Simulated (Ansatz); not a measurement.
Runs of Ansatz 0.2.0 on NiO. Symmetry: Fm-3m, No. 225, cubic system. The conventional cell has a = 4.172 Å, b = 4.172 Å, c = 4.172 Å, α = 90.00°, β = 90.00°, γ = 90.00°. Ni (site symmetry m-3m) is surrounded by 6 O at 2.09 Å. O (site symmetry m-3m) has 6 Ni at 2.09 Å as nearest neighbours. 

```tsv
level	cutoff (eV)	gap on the mesh (eV)	pressure (GPa)	moment (μB)	relaxed volume (Å³/atom)
r2SCAN	500	0.86	0.0	2.00	9.18
LDA	420	none	0.0	0.31	8.27
RPBE	420	none	0.0	1.93	9.76
revPBE	420	none	0.0	(b)	9.66
BLYP	420	none	0.0	1.86	9.80
PBEsol	420	none	0.0	(a)	8.73
```

Alike in all rows: task relaxation of cell and atoms; potentials or basis Ansatz PAW; spin collinear, ferromagnetic start; cell relaxed; k mesh 11 × 11 × 11; smearing fermi-dirac 0.05 eV.

Problem. Fill in the values left out.

Solution. (a) 1.28; (b) 1.91.

Caveats: the plane-wave basis is chosen anew once the cell has moved, so the energies of steps on either side of that aren't comparable; the PAW data sets come from PBE, with cores solved anew for the run's functional, which leaves a small shift of forces and pressure; a cell with one magnetic atom can't hold antiferromagnetic order, which such compounds often take (some runs); semilocal functionals often make such compounds metallic where correlation or magnetic order opens a gap, which also shifts bond lengths (some runs); the magnetic or orbital state may not be the lowest (some runs); odd divisions of the mesh miss points on the zone boundary, where band edges often lie, so the gap on the mesh can be too wide (some runs).

A k mesh can miss the band edges.

A gap of «none» marks a metal or a gap under the smearing width.

Runs at the PBE level aren't shown here.
